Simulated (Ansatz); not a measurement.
# ZnO (Fm-3m) in Ansatz: equation of state

Aim: energy against volume of ZnO in PBE, for its equilibrium volume and stiffness.

All numbers are computed with Ansatz 0.2.0; they aren't measurements. Logs are shortened: lines on timing, memory, paths and dates and some standing lists are left out, and cuts for length are marked.

### Step 1. Starting point

The structure is cubic, space group Fm-3m (No. 225). Conventional cell: a = 4.339 Å, b = 4.339 Å, c = 4.339 Å, α = 90.00°, β = 90.00°, γ = 90.00°. Zn (site symmetry m-3m) is surrounded by 6 O at 2.17 Å. O (site symmetry m-3m) is surrounded by 6 Zn at 2.17 Å.

Measurements of this composition are mostly on another form, of space group No. 186.

### Step 2. Single point, PBE, 9.60 Å³/atom (volume scaled by 0.94)

input.yaml reads:

```yaml
crystal:
  lattice:
    - [0.0, 2.1251552469, 2.1251552469]
    - [2.1251552469, 0.0, 2.1251552469]
    - [2.1251552469, 2.1251552469, 0.0]
  atoms:
    - { symbol: Zn, position: [0.0, 0.0, 0.0] }
    - { symbol: O, position: [0.5, 0.5, 0.5] }
hamiltonian:
  xc: pbe
  pseudopotentials: { kind: paw }
kpoints:
  mp_grid: { grid: [11, 11, 11] }
scf:
  occupations: { method: fermi_dirac, width: 0.05 }
output:
  forces: true
  stress: true
  eigenvalues: true
```

Potentials or basis: Ansatz PAW.

Started as:

```console
ansatz run input.yaml --threads 1 --pin off --max-ram 2560MiB --backend cpu --events-out ev --progress --plain --runs-dir out
```

Standard output:

```text
Warning: RAYON_NUM_THREADS=1 ignored (pool sized by the plan → 1); use --threads N
Engine: ansatz 0.2.0, x86_64-unknown-linux-gnu
Pseudopotentials: kind: paw
Pseudopotential: Zn, paw, valence charge 12, recommended cutoff 420 eV (normal), Zn.paw.azcp
Pseudopotential: O, paw, valence charge 6, recommended cutoff 420 eV (normal), O.paw.azcp
Functional definition: PBE
  parameter kappa = 0.804
  parameter beta = 0.06672455060314922
  exchange = pbe_x(kappa = kappa, mu = beta*pi^2/3)
  correlation = pbe_c(beta = beta)
Crystal: 2 atoms, lattice volume = 19.196 Å³
Basis set: ecut = 420 eV, 339 PW (Γ), exchange–correlation on 48×48×48 points (8 copies of the dense FFT grid, shifted against one another)
Bands: 13, of which v1, the nominal top of the filled ones, is band 9 counted from 1 (8 counted from 0)
Symmetry: 48 space group operations
Space group: Fm-3m (ITA 225), of the structure as read, at distance tolerance 2.7e-5 Å
k-points: 56 of 1331
Non-local potential: Zn, projectors of the file, l = 0: 2, l = 1: 2, l = 2: 3, l = 3: 1
Non-local potential: O, projectors of the file, l = 0: 2, l = 1: 2, l = 2: 1
PAW form: soft (Blöchl's): semilocal exchange-correlation on the pseudo side does not see the compensation charge
PAW one-centre angular grid: Zn, 590 points (default); XC on 64 Gauss nodes
PAW one-centre angular grid: O, 110 points (default); XC on 64 Gauss nodes
Initial density: superposition of atomic densities (neutral atoms: chi_scale 0, normalization atom), corrected by the library's trained network
Initial wavefunctions: pseudopotential atomic-orbital guess
Functional: x = pbe(κ = 0.804, μ = 0.2195149727645171), c = pbe(β = 0.06672455060314922)
SCF iter   1: F=—  HF=-3886.506597 eV  |F-HF|=—  |Δ(HF+E_count)|=         —  Δρ=1.77e-3  dr2=2.56e-4  ethr=1.77e-3  ⟨swp⟩=5.0  Hψ=3858  notcnv=0
preconditioner: auto → none  [insulator: Δε(μ)=1.037 eV  Ē_g=16.171 eV  σ=0.050 eV  W_gap=1.00  n_scr=8 (ndim 8)  ℏωp=36.0 eV  f_vac=0.000  D(μ)=0.00/eV (n_scr^D=0)  ε∞_Penn≈5.9]
SCF iter   2: F=—  HF=-3886.507043 eV  |F-HF|=—  |Δ(HF+E_count)|=   4.46e-4  Δρ=5.18e-4  dr2=1.53e-5  ethr=1.42e-6  ⟨swp⟩=2.2  Hψ=1708  notcnv=0
SCF iter   3: F=—  HF=-3886.507045 eV  |F-HF|=—  |Δ(HF+E_count)|=   1.87e-6  Δρ=3.28e-4  dr2=7.22e-6  ethr=8.48e-8  ⟨swp⟩=2.1  Hψ=1199  notcnv=0
SCF iter   4: F=—  HF=-3886.507070 eV  |F-HF|=—  |Δ(HF+E_count)|=   2.47e-5  Δρ=6.88e-5  dr2=7.07e-7  ethr=4.01e-8  ⟨swp⟩=2.0  Hψ=1230  notcnv=0
SCF iter   5: F=—  HF=-3886.507070 eV  |F-HF|=—  |Δ(HF+E_count)|=   1.60e-7  Δρ=2.42e-5  dr2=1.08e-7  ethr=3.93e-9  ⟨swp⟩=1.7  Hψ=992  notcnv=0
SCF iter   6: F=-3886.507070 eV  HF=-3886.507070 eV  |F-HF|=3.58e-9  |Δ(HF+E_count)|=   3.67e-8  Δρ=6.41e-6  dr2=6.12e-9  ethr=5.56e-10  ⟨swp⟩=4.1  Hψ=2354  notcnv=0
SCF 1 converged in 6 iterations: F = -3886.507070 eV  dr2 = 6.12e-9
SCF converged after 6 iterations
Free energy (F): -3886.507070 eV
Harris-Foulkes:  -3886.507070 eV  (|F-HF|=3.58e-9)
Internal energy: -3886.507069 eV  (E = F + TS)
E sigma→0 (E₀):  -3886.507069 eV
Entropy (-TS):   -0.000000 eV (-0.000 meV/atom)
Fermi energy:    11.006688 eV
--- Per-component energies (eV) ---
  E_band       = 86.407918
  E_kinetic    = 307.397257
  E_local      = -1692.654750  (includes V_loc(G=0)·N_el)
  E_nonlocal   = 669.937182
  E_hartree    = 695.525932
  E_xc         = -210.347544
  E_vxc        = -145.552352  (∫ρ·V_xc dr)
  E_paw        = -1992.572986  (= ΣΔE_a)
  E_vpaw       = -443.773164  (= ΣTr[D̂ρ^β])
  E_aug_tail   = 0.002098  (compensation charges beyond the density's cutoff)
  E_ewald      = -1663.794259
  E_smearing   = -0.000000  (= −TS)
  E_closure    = -0.000000  (closes the sum)
  Σ components = -3886.507070   (vs F -3886.507070, Δ=0.00e0)
--- Forces (eV/Å), atoms counted from 1 ---
  atom   1  Zn    -0.00000000    -0.00000000    -0.00000000
  atom   2  O      0.00000000    -0.00000000     0.00000000
  max |Σ_I F_I| component: 2.52e-29 eV/Å
--- Stress (GPa, compression-positive) ---
       10.455124      -0.000000      -0.000000
       -0.000000      10.455124      -0.000000
        0.000000       0.000000      10.455124
  P = ⅓ Tr σ = 10.4551 GPa (104.551 kbar)
--- Band table (eV; the first three rows and the last of 56) ---
  k-point 0: bands = ["-8.3537", "5.4881", "5.4881", "5.4881", "5.7102", "5.7102", "8.9661", "8.9661", "8.9661", "11.4215", "28.4548", "28.4548", "28.4548"]
  k-point 1: bands = ["-8.2590", "5.4189", "5.4789", "5.4789", "5.6236", "5.6236", "8.2505", "9.1091", "9.1091", "12.2194", "25.8662", "27.9016", "27.9016"]
  k-point 2: bands = ["-7.9930", "5.0915", "5.2439", "5.2439", "5.6448", "5.6448", "7.2667", "9.4564", "9.4564", "13.5615", "23.4140", "26.5181", "26.5181"]
  k-point 55: bands = ["-6.7219", "4.5114", "4.6937", "4.8258", "6.0243", "6.1715", "6.8738", "7.0718", "8.4448", "17.4242", "20.6371", "21.0049", "23.1111"]
```

Run time: 1.1 s. Hardware: 1 thread of Intel Xeon Platinum 8259CL at 2.50GHz (Skylake/Cascade Lake), shared host; peak memory 0.42 GiB.

Results:

```yaml
Free_energy: -3886.5071 eV
Pressure: 10.5 GPa
Band_gap_on_the_k_mesh: 1.03 eV, indirect (least direct gap 2.46 eV)
```

Caveat: odd divisions of the mesh miss points on the zone boundary, where band edges often lie, so the gap on the mesh can be too wide; the pressure holds a Pulay correction of +0.9 GPa for the finite cutoff.

### Step 3. Single point, PBE, 9.80 Å³/atom (volume scaled by 0.96)

Edit input.yaml of step 2 so:

```diff
@@ -2,5 +2,5 @@
   lattice:
-    - [0.0, 2.1251552469, 2.1251552469]
-    - [2.1251552469, 0.0, 2.1251552469]
-    - [2.1251552469, 2.1251552469, 0.0]
+    - [0.0, 2.140121622, 2.140121622]
+    - [2.140121622, 0.0, 2.140121622]
+    - [2.140121622, 2.140121622, 0.0]
   atoms:
```

Potentials or basis: Ansatz PAW.

Started as:

```console
ansatz run input.yaml --threads 1 --pin off --max-ram 2560MiB --backend cpu --events-out ev --progress --plain --runs-dir out
```

It took 1.3 s on 1 thread of Intel Xeon Platinum 8259CL at 2.50GHz (Skylake/Cascade Lake), shared host; peak memory 0.4 GiB.

The run converged. Its results:

```
Free energy            : -3886.5284 eV
Pressure               : 6.2 GPa
Band gap on the k mesh : 0.93 eV, indirect (least direct gap 2.28 eV)
```

Caveat: odd divisions of the mesh miss points on the zone boundary, where band edges often lie, so the gap on the mesh can be too wide; the pressure holds a Pulay correction of +0.9 GPa for the finite cutoff.

### Step 4. Single point, PBE, 10.01 Å³/atom (volume scaled by 0.98)

Edit input.yaml of step 3 so:

```diff
@@ -2,5 +2,5 @@
   lattice:
-    - [0.0, 2.140121622, 2.140121622]
-    - [2.140121622, 0.0, 2.140121622]
-    - [2.140121622, 2.140121622, 0.0]
+    - [0.0, 2.1548815479, 2.1548815479]
+    - [2.1548815479, 0.0, 2.1548815479]
+    - [2.1548815479, 2.1548815479, 0.0]
   atoms:
```

Started as:

```console
ansatz run input.yaml --threads 1 --pin off --max-ram 2560MiB --backend cpu --events-out ev --progress --plain --runs-dir out
```

Wall time 1.2 s (1 thread of Intel Xeon Platinum 8259CL at 2.50GHz (Skylake/Cascade Lake), shared host); peak memory 0.42 GiB.

Results (log left out):

```yaml
Free_energy: -3886.5391 eV
Pressure: 2.4 GPa
Band_gap_on_the_k_mesh: 0.84 eV, indirect (least direct gap 2.11 eV)
```

Caveat: odd divisions of the mesh miss points on the zone boundary, where band edges often lie, so the gap on the mesh can be too wide; the pressure holds a Pulay correction of +0.8 GPa for the finite cutoff.

### Step 5. Single point, PBE, 10.21 Å³/atom

Edit input.yaml of step 4 so:

```diff
@@ -2,5 +2,5 @@
   lattice:
-    - [0.0, 2.1548815479, 2.1548815479]
-    - [2.1548815479, 0.0, 2.1548815479]
-    - [2.1548815479, 2.1548815479, 0.0]
+    - [0.0, 2.169442, 2.169442]
+    - [2.169442, 0.0, 2.169442]
+    - [2.169442, 2.169442, 0.0]
   atoms:
```

Started as:

```console
ansatz run input.yaml --threads 1 --pin off --max-ram 2560MiB --backend cpu --events-out ev --progress --plain --runs-dir out
```

Wall time 1.3 s (1 thread of Intel Xeon Platinum 8259CL at 2.50GHz (Skylake/Cascade Lake), shared host); peak memory 0.42 GiB.

The run converged. Its results:

```
Free energy            : -3886.5409 eV
Pressure               : -1.0 GPa
Band gap on the k mesh : 0.75 eV, indirect (least direct gap 1.94 eV)
```

Caveat: odd divisions of the mesh miss points on the zone boundary, where band edges often lie, so the gap on the mesh can be too wide; the pressure holds a Pulay correction of +0.8 GPa for the finite cutoff.

### Step 6. Single point, PBE, 10.41 Å³/atom (volume scaled by 1.02)

Edit input.yaml of step 5 so:

```diff
@@ -2,5 +2,5 @@
   lattice:
-    - [0.0, 2.169442, 2.169442]
-    - [2.169442, 0.0, 2.169442]
-    - [2.169442, 2.169442, 0.0]
+    - [0.0, 2.1838095843, 2.1838095843]
+    - [2.1838095843, 0.0, 2.1838095843]
+    - [2.1838095843, 2.1838095843, 0.0]
   atoms:
```

Potentials or basis: Ansatz PAW.

Started as:

```console
ansatz run input.yaml --threads 1 --pin off --max-ram 2560MiB --backend cpu --events-out ev --progress --plain --runs-dir out
```

It took 1.2 s on 1 thread of Intel Xeon Platinum 8259CL at 2.50GHz (Skylake/Cascade Lake), shared host; peak memory 0.42 GiB.

It converged, with:

```
Free energy            : -3886.5344 eV
Pressure               : -4.0 GPa
Band gap on the k mesh : 0.66 eV, indirect (least direct gap 1.79 eV)
```

Caveat: odd divisions of the mesh miss points on the zone boundary, where band edges often lie, so the gap on the mesh can be too wide; the pressure holds a Pulay correction of +0.8 GPa for the finite cutoff.

### Step 7. Single point, PBE, 10.62 Å³/atom (volume scaled by 1.04)

Edit input.yaml of step 6 so:

```diff
@@ -2,5 +2,5 @@
   lattice:
-    - [0.0, 2.1838095843, 2.1838095843]
-    - [2.1838095843, 0.0, 2.1838095843]
-    - [2.1838095843, 2.1838095843, 0.0]
+    - [0.0, 2.1979905633, 2.1979905633]
+    - [2.1979905633, 0.0, 2.1979905633]
+    - [2.1979905633, 2.1979905633, 0.0]
   atoms:
```

Potentials or basis: Ansatz PAW.

Started as:

```console
ansatz run input.yaml --threads 1 --pin off --max-ram 2560MiB --backend cpu --events-out ev --progress --plain --runs-dir out
```

Standard output:

```text
Warning: RAYON_NUM_THREADS=1 ignored (pool sized by the plan → 1); use --threads N
[... 9 set-up lines as earlier in the session ...]
Crystal: 2 atoms, lattice volume = 21.238 Å³
Basis set: ecut = 420 eV, 411 PW (Γ), exchange–correlation on 48×48×48 points (8 copies of the dense FFT grid, shifted against one another)
Bands: 13, of which v1, the nominal top of the filled ones, is band 9 counted from 1 (8 counted from 0)
[... 1 set-up line as earlier in the session ...]
Space group: Fm-3m (ITA 225), of the structure as read, at distance tolerance 2.8e-5 Å
k-points: 56 of 1331
[... 1 set-up line as earlier in the session ...]
[... 24 lines left out ...]
  E_band       = 60.620253
  E_kinetic    = 304.261086
  E_local      = -1774.491855  (includes V_loc(G=0)·N_el)
  E_nonlocal   = 669.282563
  E_hartree    = 724.626920
  E_xc         = -209.197196
  E_vxc        = -143.969642  (∫ρ·V_xc dr)
  E_paw        = -1992.343233  (= ΣΔE_a)
  E_vpaw       = -443.716891  (= ΣTr[D̂ρ^β])
  E_aug_tail   = 0.002082  (compensation charges beyond the density's cutoff)
  E_ewald      = -1608.660728
  E_smearing   = -0.000027  (= −TS)
  E_closure    = 0.000000  (closes the sum)
  Σ components = -3886.520387   (vs F -3886.520387, Δ=0.00e0)
--- Forces (eV/Å), atoms counted from 1 ---
  atom   1  Zn    -0.00000000    -0.00000000    -0.00000000
  atom   2  O      0.00000000     0.00000000    -0.00000000
  max |Σ_I F_I| component: 1.70e-29 eV/Å
--- Stress (GPa, compression-positive) ---
       -6.765638       0.000000       0.000000
        0.000000      -6.765638       0.000000
        0.000000      -0.000000      -6.765638
  P = ⅓ Tr σ = -6.7656 GPa (-67.656 kbar)
--- Band table (eV; the first three rows and the last of 56) ---
  k-point 0: bands = ["-9.1871", "3.9111", "3.9111", "3.9111", "4.0901", "4.0901", "7.6020", "7.6020", "7.6020", "9.2452", "26.1439", "26.1439", "26.1439"]
  k-point 1: bands = ["-9.1088", "3.8657", "3.9096", "3.9096", "4.0289", "4.0289", "6.8222", "7.7023", "7.7023", "10.1012", "23.6256", "25.3740", "25.3740"]
  k-point 2: bands = ["-8.8903", "3.6528", "3.7525", "3.7525", "4.0384", "4.0384", "5.8128", "7.9537", "7.9537", "11.4103", "21.1986", "23.9907", "23.9907"]
  k-point 55: bands = ["-7.8659", "3.2755", "3.4713", "3.4976", "4.3381", "4.4463", "5.4566", "5.6229", "6.8909", "15.0317", "18.4601", "18.7966", "20.6415"]
```

Run time: 1.2 s. Hardware: 1 thread of Intel Xeon Platinum 8259CL at 2.50GHz (Skylake/Cascade Lake), shared host; peak memory 0.4 GiB.

What came out:

| Property | Result |
| --- | --- |
| Free energy | -3886.5204 eV |
| Pressure | -6.8 GPa |
| Band gap on the k mesh | 0.58 eV, indirect (least direct gap 1.64 eV) |

Caveat: odd divisions of the mesh miss points on the zone boundary, where band edges often lie, so the gap on the mesh can be too wide; the pressure holds a Pulay correction of +0.8 GPa for the finite cutoff.

### Step 8. Single point, PBE, 10.82 Å³/atom (volume scaled by 1.06)

Edit input.yaml of step 7 so:

```diff
@@ -2,5 +2,5 @@
   lattice:
-    - [0.0, 2.1979905633, 2.1979905633]
-    - [2.1979905633, 0.0, 2.1979905633]
-    - [2.1979905633, 2.1979905633, 0.0]
+    - [0.0, 2.2119908807, 2.2119908807]
+    - [2.2119908807, 0.0, 2.2119908807]
+    - [2.2119908807, 2.2119908807, 0.0]
   atoms:
```

Started as:

```console
ansatz run input.yaml --threads 1 --pin off --max-ram 2560MiB --backend cpu --events-out ev --progress --plain --runs-dir out
```

It took 1.2 s on 1 thread of Intel Xeon Platinum 8259CL at 2.50GHz (Skylake/Cascade Lake), shared host; peak memory 0.43 GiB.

The run converged. Its results:

```yaml
Free_energy: -3886.5002 eV
Pressure: -9.2 GPa
Band_gap_on_the_k_mesh: 0.50 eV, indirect (least direct gap 1.50 eV)
```

Caveat: odd divisions of the mesh miss points on the zone boundary, where band edges often lie, so the gap on the mesh can be too wide; the pressure holds a Pulay correction of +0.7 GPa for the finite cutoff.

### Step 9. Equation of state, PBE

Potentials or basis: Ansatz PAW.

This step only gathers the single runs of the series.

Results:

```
Equilibrium volume                      : 10.15 Å³/atom
Bulk modulus                            : 166 GPa
Pressure derivative of the bulk modulus : 4.8
```

Energy against volume, from the lowest point:
| volume (Å³/atom) | energy (meV/atom) |
| --- | --- |
| 9.598 | 16.92 |
| 9.802 | 6.28 |
| 10.006 | 0.91 |
| 10.210 | 0.00 |
| 10.415 | 3.25 |
| 10.619 | 10.26 |
| 10.823 | 20.35 |
